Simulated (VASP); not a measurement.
## Input and output of a VASP LDA relaxation of cell and atoms on NaCl (rocksalt)

INCAR

```
ISIF = 3
SIGMA = 0.02
IBRION = 2
LREAL = .FALSE.
NELM = 120
NBANDS = 14
ISMEAR = -1
EDIFF = 1E-7
LWAVE = .FALSE.
GGA = CA
PREC = Accurate
EDIFFG = -5E-3
NSW = 40
ENCUT = 600
LCHARG = .FALSE.
LASPH = .TRUE.
```

KPOINTS

```
KPOINTS created by Atomic Simulation Environment
0
Gamma
8 8 8
0 0 0
```

POSCAR

```
Na Cl
 1.0000000000000000
     0.0000000000000000    2.8475812657361486    2.8475812657361486
     2.8475812657361486    0.0000000000000000    2.8475812657361486
     2.8475812657361486    2.8475812657361486   -0.0000000000000000
 Na  Cl
   1   1
Cartesian
 -0.0000000000000000  0.0000000000000000 -0.0000000000000000
  2.8475812657361486  2.8475812657361486  2.8475812657361486
```

VASP ran with the recommended LDA PAW datasets (14 valence electrons in the cell).

Command

```
mpirun -np 1 vasp_std
```

OSZICAR

```
N       E                     dE             d eps       ncg     rms          rms(c)
DAV:   1     0.106483829207E+03    0.10648E+03   -0.75622E+03   818   0.112E+03
DAV:   2     0.900955036976E+00   -0.10558E+03   -0.96700E+02   926   0.296E+02
DAV:   3    -0.745276387370E+01   -0.83537E+01   -0.83063E+01  1034   0.745E+01
DAV:   4    -0.757358141932E+01   -0.12082E+00   -0.12077E+00   980   0.952E+00
DAV:   5    -0.757599703831E+01   -0.24156E-02   -0.24155E-02  1036   0.141E+00    0.209E+00
DAV:   6    -0.741058850770E+01    0.16541E+00   -0.24485E-01  1004   0.333E+00    0.152E+00
DAV:   7    -0.739113165478E+01    0.19457E-01   -0.52397E-02  1134   0.144E+00    0.991E-01
DAV:   8    -0.738954063581E+01    0.15910E-02   -0.48161E-03  1004   0.656E-01    0.316E-01
DAV:   9    -0.738940185567E+01    0.13878E-03   -0.21678E-04  1010   0.115E-01    0.146E-01
DAV:  10    -0.738939330221E+01    0.85535E-05   -0.98529E-05  1034   0.901E-02    0.713E-03
DAV:  11    -0.738939258473E+01    0.71748E-06   -0.42491E-06  1004   0.241E-02    0.199E-03
DAV:  12    -0.738939259435E+01   -0.96129E-08   -0.19094E-07   980   0.572E-03
   1 F= -.73893926E+01 E0= -.73893926E+01  d E =-.738939E+01
```

From OUTCAR

```
k-points           NKPTS =     29   k-points in BZ     NKDIM =     29   number of bands    NBANDS=     14

   NELECT =      14.0000    total number of electrons

   dimension x,y,z NGX =    32 NGY =   32 NGZ =   32
   dimension x,y,z NGXF=    64 NGYF=   64 NGZF=   64

  energy-cutoff  :      600.00
  volume of cell :       40.79
      direct lattice vectors                 reciprocal lattice vectors
     0.000000000  2.732177173  2.732177173    -0.183004237  0.183004237  0.183004237
     2.732177173  0.000000000  2.732177173     0.183004237 -0.183004237  0.183004237
     2.732177173  2.732177173  0.000000000     0.183004237  0.183004237 -0.183004237

 k-points in reciprocal lattice and weights: KPOINTS created by Atomic Simulation Env
   0.00000000  0.00000000  0.00000000       0.002
   0.12500000  0.00000000  0.00000000       0.016
   0.25000000  0.00000000  0.00000000       0.016
   0.37500000 -0.00000000 -0.00000000       0.016
   0.50000000  0.00000000  0.00000000       0.008
   0.12500000  0.12500000  0.00000000       0.012
   0.25000000  0.12500000  0.00000000       0.047
   0.37500000  0.12500000  0.00000000       0.047
   ...

 E-fermi :   0.0660

 k-point     1 :       0.0000    0.0000    0.0000
  band No.  band energies     occupation
      1     -20.9854      2.00000
      2     -20.9854      2.00000
      3     -20.9854      2.00000
      4     -13.1814      2.00000
      5      -0.3579      2.00000
      6      -0.3579      2.00000
      7      -0.3579      2.00000
      8       4.7231      0.00000
      9      10.5716      0.00000
     10      10.5716      0.00000
     11      10.5716      0.00000
     12      12.9290      0.00000
     13      12.9290      0.00000
     14      14.4574      0.00000

 k-point     2 :       0.1250    0.0000    0.0000
  band No.  band energies     occupation
      1     -20.9926      2.00000
      2     -20.9859      2.00000
      3     -20.9859      2.00000
      4     -13.1167      2.00000
      5      -0.8138      2.00000
      6      -0.4101      2.00000
      7      -0.4101      2.00000
      8       5.2765      0.00000
      9      10.0146      0.00000
     10      10.7911      0.00000
     11      10.7911      0.00000
     12      12.6741      0.00000
     13      12.6741      0.00000
     14      15.5027      0.00000

 k-point     3 :       0.2500    0.0000    0.0000
  band No.  band energies     occupation
      1     -21.0099      2.00000
      2     -20.9870      2.00000
      3     -20.9870      2.00000
      4     -12.9548      2.00000
      5      -1.6958      2.00000
      6      -0.5313      2.00000
      7      -0.5313      2.00000
      8       6.2571      0.00000
      9       9.5667      0.00000
     10      10.9417      0.00000
     11      10.9417      0.00000
     12      12.9109      0.00000
     13      12.9109      0.00000
     14      15.5487      0.00000

 k-point     4 :       0.3750   -0.0000   -0.0000
  band No.  band energies     occupation
      1     -21.0269      2.00000
      2     -20.9882      2.00000
      3     -20.9882      2.00000
      4     -12.7839      2.00000
      5      -2.4197      2.00000
      6      -0.6464      2.00000
      7      -0.6464      2.00000
      8       6.6723      0.00000
      9      10.1337      0.00000
     10      10.6770      0.00000
     11      10.6770      0.00000
     12      14.3730      0.00000
     13      14.3730      0.00000
     14      14.9791      0.00000

 k-point     5 :       0.5000    0.0000    0.0000
  band No.  band energies     occupation
      1     -21.0339      2.00000
      2     -20.9887      2.00000
      3     -20.9887      2.00000
      4     -12.7102      2.00000
      5      -2.6928      2.00000
      6      -0.6925      2.00000
      7      -0.6925      2.00000
      8       6.6955      0.00000
      9      10.5411      0.00000
     10      10.5411      0.00000
     11      10.6933      0.00000
     12      14.8054      0.00000
     13      16.1592      0.00000
     14      16.1592      0.00000

 k-point     6 :       0.1250    0.1250    0.0000
  band No.  band energies     occupation
      1     -20.9922      2.00000
      2     -20.9873      2.00000
      3     -20.9873      2.00000
      4     -13.0970      2.00000
      5      -0.8438      2.00000
      6      -0.4788      2.00000
      7      -0.4788      2.00000
      8       5.4610      0.00000
      9       9.6672      0.00000
     10      11.0035      0.00000
     11      11.0035      0.00000
     12      11.9511      0.00000
     13      13.1625      0.00000
     14      15.9597      0.00000

 k-point     7 :       0.2500    0.1250    0.0000
  band No.  band energies     occupation
      1     -21.0045      2.00000
      2     -20.9891      2.00000
      3     -20.9882      2.00000
      4     -12.9721      2.00000
      5      -1.4844      2.00000
      6      -0.6083      2.00000
      7      -0.6003      2.00000
      8       6.3453      0.00000
      9       9.1155      0.00000
     10      10.8526      0.00000
     11      11.3458      0.00000
     12      12.0100      0.00000
     13      13.4826      0.00000
     14      16.7244      0.00000

 k-point     8 :       0.3750    0.1250    0.0000
  band No.  band energies     occupation
      1     -21.0202      2.00000
      2     -20.9902      2.00000
      3     -20.9899      2.00000
      4     -12.8085      2.00000
      5      -2.1751      2.00000
      6      -0.7760      2.00000
      7      -0.7200      2.00000
      8       7.0178      0.00000
      9       9.4015      0.00000
     10      10.2201      0.00000
     11      11.1721      0.00000
     12      13.3039      0.00000
     13      14.7382      0.00000
     14      16.2109      0.00000

 k-point     9 :       0.5000    0.1250    0.0000
  band No.  band energies     occupation
      1     -21.0297      2.00000
      2     -20.9919      2.00000
      3     -20.9901      2.00000
      4     -12.7031      2.00000
      5      -2.5537      2.00000
      6      -0.9216      2.00000
      7      -0.7540      2.00000
      8       7.1302      0.00000
      9       9.8897      0.00000
     10      10.3468      0.00000
     11      10.9086      0.00000
     12      14.7366      0.00000
     13      16.0414      0.00000
     14      16.1564      0.00000

 k-point    10 :      -0.3750    0.1250   -0.0000
  band No.  band energies     occupation
      1     -21.0277      2.00000
      2     -20.9930      2.00000
      3     -20.9887      2.00000
      4     -12.7254      2.00000
      5      -2.4701      2.00000
      6      -0.9554      2.00000
      7      -0.6935      2.00000
      8       7.1544      0.00000
      9      10.0195      0.00000
     10      10.1476      0.00000
     11      10.8860      0.00000
     12      14.1656      0.00000
     13      15.8974      0.00000
     14      16.0455      0.00000

 k-point    11 :      -0.2500    0.1250   -0.0000
  band No.  band energies     occupation
      1     -21.0156      2.00000
      2     -20.9922      2.00000
      3     -20.9869      2.00000
      4     -12.8602      2.00000
      5      -1.9661      2.00000
      6      -0.8479      2.00000
      7      -0.5686      2.00000
      8       6.9102      0.00000
      9       9.3426      0.00000
     10      10.4856      0.00000
     11      11.1615      0.00000
     12      12.4479      0.00000
     13      14.4404      0.00000
     14      16.4035      0.00000

 k-point    12 :      -0.1250    0.1250    0.0000
  band No.  band energies     occupation
      1     -21.0010      2.00000
      2     -20.9893      2.00000
      3     -20.9857      2.00000
      4     -13.0213      2.00000
      5      -1.2839      2.00000
      6      -0.6212      2.00000
      7      -0.4489      2.00000
      8       6.0014      0.00000
      9       9.4746      0.00000
     10      10.9257      0.00000
     11      11.1488      0.00000
     12      11.9599      0.00000
     13      13.1900      0.00000
     14      16.6155      0.00000

 k-point    13 :       0.2500    0.2500    0.0000
  band No.  band energies     occupation
      1     -21.0058      2.00000
      2     -20.9918      2.00000
      3     -20.9918      2.00000
      4     -12.9030      2.00000
      5      -1.6603      2.00000
      6      -0.7469      2.00000
      7      -0.7469      2.00000
      8       6.8530      0.00000
      9       8.4030      0.00000
     10      10.4958      0.00000
     11      12.1460      0.00000
     12      12.1460      0.00000
     13      13.8138      0.00000
     14      18.8102      0.00000

 ...

  Total        0.0087056      0.0087056      0.0087056     -0.0000000     -0.0000000     -0.0000000
  in kB        0.3419405      0.3419405      0.3419405     -0.0000000     -0.0000000     -0.0000000
  external PRESSURE =       0.3419405 kB  Pullay stress =       0.0000000 kB

 POSITION                                       TOTAL-FORCE (eV/Angst)
 -----------------------------------------------------------------------------------
      0.00000      0.00000      0.00000        -0.000000      0.000000     -0.000000
      2.73218      2.73218      2.73218         0.000000     -0.000000      0.000000
 -----------------------------------------------------------------------------------
    total drift:                                0.000000     -0.000000     -0.000000

  FREE ENERGIE OF THE ION-ELECTRON SYSTEM (eV)
  ---------------------------------------------------
  free  energy   TOTEN  =        -7.3893925943 eV

  energy  without entropy=       -7.3893925943  energy(sigma->0) =       -7.38939259
```

CONTCAR

```
Na Cl
   1.00000000000000
     0.0000000000000000    2.7321771726141515    2.7321771726141515
     2.7321771726141519    0.0000000000000000    2.7321771726141515
     2.7321771726141519    2.7321771726141515    0.0000000000000000
  Na              Cl
     1     1
Direct
     0.0000000000000000    0.0000000000000000    0.0000000000000000
     0.5000000000000000    0.5000000000000000    0.5000000000000000

  0.00000000E+00  0.00000000E+00  0.00000000E+00
  0.00000000E+00  0.00000000E+00  0.00000000E+00
```

```yaml
relaxed_cell_vector_lengths: 3.864, 3.864, 3.864 Å
relaxed_cell_volume: 40.79 Å³
```

The run was restarted once from its relaxed cell; OSZICAR and OUTCAR are the second run's.

The run (the restart alone) took about 12 s on one core of a shared host (Intel Xeon Platinum 8488C) and held 0.15 GiB at most.
